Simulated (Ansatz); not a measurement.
# Moving the pressure in TiAl

The cell as given:

```cif
data_structure
_symmetry_space_group_name_H-M 'P4/mmm'
_symmetry_Int_Tables_number 123
_cell_length_a 2.8373
_cell_length_b 2.8373
_cell_length_c 4.0591
_cell_angle_alpha 90.000
_cell_angle_beta 90.000
_cell_angle_gamma 90.000
_cell_volume 32.68
loop_
_atom_site_label
_atom_site_type_symbol
_atom_site_symmetry_multiplicity
_atom_site_Wyckoff_symbol
_atom_site_fract_x
_atom_site_fract_y
_atom_site_fract_z
_atom_site_occupancy
Ti1 Ti 1 a 0.00000 0.00000 0.00000 1
Al1 Al 1 d 0.50000 0.50000 0.50000 1
```

Kept alike: task relaxation of cell and atoms; functional PBE; k mesh 9 × 9 × 7; occupations fermi-dirac, width 0.05 eV; no spin polarisation. Program: Ansatz, Ansatz PAW, cutoff 420 eV. The mesh is that of the run's cell of 2 atoms. No spin-orbit coupling.

| pressure, P (GPa) | volume (Å³/atom) | first edge of the run's cell (Å) | third edge of the run's cell (Å) |
| --- | --- | --- | --- |
| 0 | 16.247 | 2.823 | 4.079 |
| 2 | 15.973 | 2.808 | 4.053 |
| 5 | 15.600 | 2.786 | 4.021 |
| 10 | 15.061 | 2.755 | 3.969 |
| 20 | 14.189 | 2.703 | 3.885 |

The relaxations keep at least the cell's symmetry (P4/mmm). For a metal such a mesh leaves the last digits unconverged. Runs of this series that gave no sound value for these columns are left out. The runs follow the start's structure, whether or not it is the stable one at these pressures. P is the pressure aimed at, which the runs meet within some hundredths to tenths of a GPa.

The volume falls from 16.247 to 14.189 Å³/atom between 0 and 20 GPa. The volume falls ever more slowly, since the solid stiffens under load. At the pressures aimed at, which the runs meet within some tenths of a GPa, the step from 0 to 5 GPa gives a mean bulk modulus near 123 GPa, the last step 168 GPa. The first edge of the run's cell falls from 2.823 to 2.703 Å between 0 and 20 GPa. The third edge of the run's cell falls from 4.079 to 3.885 Å between 0 and 20 GPa.
